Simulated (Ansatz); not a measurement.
**LiH (zincblende): G0W0 against its settings**

Zincblende LiH, relaxed with r2SCAN; one-shot G0W0 in Ansatz without spin-orbit coupling. Values at 0 K without nuclear motion; spin polarisation is off, and the phase may be a hypothetical one.

```
CELL_PARAMETERS angstrom
0.00000 2.14512 2.14512
2.14512 0.00000 2.14512
2.14512 2.14512 0.00000
ATOMIC_POSITIONS crystal
Li 0.00000 0.00000 0.00000
H 0.25000 0.25000 0.25000
```

Gaps are read over the mesh points alone. G0W0 here is at a finite number of bands, screening cutoff and k mesh, not at the basis limit.
```csv
start,potentials,frequency model,mesh,empty bands,screening cutoff (eV),Kohn-Sham gap (eV),G0W0 gap (eV),rough cost
PBE,PAW,contour deformation,6×6×6,32,80,4.29,6.29,5 core-seconds
PBE,PAW,contour deformation,6×6×6,74,140,4.29,6.41,20 core-seconds
PBE,PAW,contour deformation,6×6×6,136,210,4.29,6.46,70 core-seconds
HSE06,PAW,contour deformation,6×6×6,74,140,5.35,7.08,30 core-seconds
LDA,PAW,contour deformation,6×6×6,74,140,4.04,6.23,18 core-seconds
r2SCAN,PAW,contour deformation,6×6×6,74,140,4.81,6.83,25 core-seconds
PBE,PAW,Godby-Needs pole,6×6×6,74,140,4.29,6.42,20 core-seconds
PBE,PAW,contour deformation,8×8×8,32,80,4.20,6.19,22 core-seconds
PBE,norm-conserving,contour deformation,6×6×6,74,140,4.29,6.41,40 core-seconds
```

Over the mesh points the PBE gap of 4.29 eV becomes a quasiparticle gap of 6.46 eV (k = (1/6, -1/2, -1/3) to L), a change of +2.17 eV. Renormalisation factors Z lie between 0.71 and 0.81.

Raising bands and cutoff together moves the gap by +0.12 eV (80 to 140 eV), then +0.05 eV (140 to 210 eV); the last step is still large, so the basis limit isn't reached. Starting from HSE06 (5.35 eV against PBE's 4.29 eV) gives 7.08 eV, +0.67 eV from G0W0@PBE at the same screening cutoff. Starting from LDA (4.04 eV against PBE's 4.29 eV) gives 6.23 eV, -0.18 eV from G0W0@PBE at the same screening cutoff. Starting from r2SCAN (4.81 eV against PBE's 4.29 eV) gives 6.83 eV, +0.42 eV from G0W0@PBE at the same screening cutoff. The Godby-Needs plasmon pole differs from contour deformation by +0.01 eV. An 8×8×8 mesh in place of 6×6×6 changes the opening over PBE by 0.00 eV (the gap on the mesh by -0.10 eV, the PBE gap by -0.09 eV). Norm-conserving potentials (wave cutoff 1034 eV against 420 eV) shift the quasiparticle gap by 0.00 eV and the PBE gap by 0.00 eV. r2SCAN runs take a wave cutoff of 500 eV.

Coordinates of k points refer to the reciprocal vectors of the primitive cell of the runs.
